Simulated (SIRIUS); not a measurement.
**I in SIRIUS: convergence with smearing width**

I:

```
CELL_PARAMETERS angstrom
-1.61746 1.61746 4.26481
1.61746 -1.61746 4.26481
1.61746 1.61746 -4.26481
ATOMIC_POSITIONS crystal
I 0.00000 0.00000 0.00000
```

| Item | Value |
| --- | --- |
| Program | SIRIUS 7.12.0 |
| Task | single point |
| Functional | PBE |
| Potentials or basis | in-house norm-conserving set, PBE (scalar relativistic) |
| Cutoff | 960 eV |
| Density cutoff | 3840 eV |
| k mesh | 11 × 11 × 11 |
| Occupations | fermi-dirac, width 0.4 eV |
| Spin | no spin polarisation |

These are the settings of the first run; the series varies smearing width, with any setting tied to it.

Hardware: 1 thread of Intel(R) Xeon(R) Platinum 8259CL CPU @ 2.50GHz (Skylake/Cascade Lake), on a shared host.

The values tried are 0.4 eV, 0.3 eV, 0.2 eV, 0.136 eV, 0.1 eV, 0.05 eV, 0.025 eV, 0.01 eV, loosest first. From which on does the pressure stay within 0.1 GPa of the tightest run that finished?

From 0.136 eV on.

```
smearing width  energy less the tightest run, at zero smearing (meV/atom)  pressure (GPa)  SCF cycles  CPU time (s)  peak memory (GiB)
        0.4 eV                                                      12.48            1.17          23           320               0.77
        0.3 eV                                                       5.41            0.65          24           340               0.76
        0.2 eV                                                      -1.28            0.30          25           310               0.75
      0.136 eV                                                      -2.98            0.18          15           200               0.75
        0.1 eV                                                      -2.51            0.15          21           270               0.77
       0.05 eV                                                      -0.81            0.12          15           200               0.77
      0.025 eV                                                      -0.17            0.11          15           200               0.76
       0.01 eV                                                       0.00            0.10          25           320               0.76
```

Against the tightest run, the energy stays within 1 meV/atom from 0.05 eV on. Narrower smearing needs a denser k mesh, so at a fixed mesh the narrowest width isn't the most accurate. The tightest run that finished is the yardstick and may itself not be fully converged.

Caveat, for the tightest run too: an odd number of electrons without spin polarisation forces a metal; a magnetic or distorted state may lie lower. Spin-orbit coupling is left out, which matters for the levels of I.
